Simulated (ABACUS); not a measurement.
**Ta2N under changes of volume**

One of the cells (13.622 Å³/atom); the others are scaled copies at fixed shape and fractional positions:

```
CELL_PARAMETERS angstrom
3.11286 0.00000 0.00000
-1.55643 2.69582 0.00000
0.00000 0.00000 4.86984
ATOMIC_POSITIONS crystal
Ta 0.33333 0.66667 0.25471
Ta 0.66667 0.33333 0.74529
N 0.00000 0.00000 0.00000
```

The cell comes from a database or a generator and needn't be the stable form of this composition.

```yaml
Program: ABACUS 3.10.1
Functional: PBE
Potentials_or_basis: PseudoDojo NC SR 0.4.1 PBE standard
Cutoff: 1361 eV
Density_cutoff: 5442 eV
Basis: DZP LCAO (the cutoffs set its grid)
k_mesh: 10 × 10 × 6
Occupations: fermi-dirac, width 0.05 eV
Spin: no spin polarisation
```

| volume (Å³/atom) | energy over the lowest point (meV/atom) | pressure (GPa) | largest force (eV/Å) |
| --- | --- | --- | --- |
| 12.805 | ? | ? | ? |
| 13.077 | 17.67 | 11.6 | 0.369 |
| 13.350 | 3.61 | 5.1 | 0.243 |
| 13.622 | 0.00 | -0.7 | 0.127 |
| 13.895 | 5.79 | -5.9 | 0.020 |
| 14.167 | 20.01 | -10.6 | 0.078 |
| 14.439 | 41.80 | -14.9 | 0.168 |

**Question.** What does the run at 12.805 Å³/atom give?

**Answer.** Energy over the lowest point 43.36 meV/atom; pressure 18.8 GPa; largest force 0.507 eV/Å.

Worked out: A Birch-Murnaghan fit of order 3 (a polynomial in V^(-2/3)) to the other rows has its minimum at 13.59 Å³/atom with B0 = V·E''(V) = 279 GPa and B' = 4.2 at fixed shape and positions, which overstates the stiffness. It gives 43.26 meV/atom at 12.805 Å³/atom, against the run's 43.36, and -dE/dV = 18.7 GPa, against 18.8.

Energies are extrapolated to zero smearing.

Caveats: the atomic orbitals were generated for these runs and aren't a published set; the basis of atomic orbitals isn't converged, which shifts pressures, moduli and gaps.
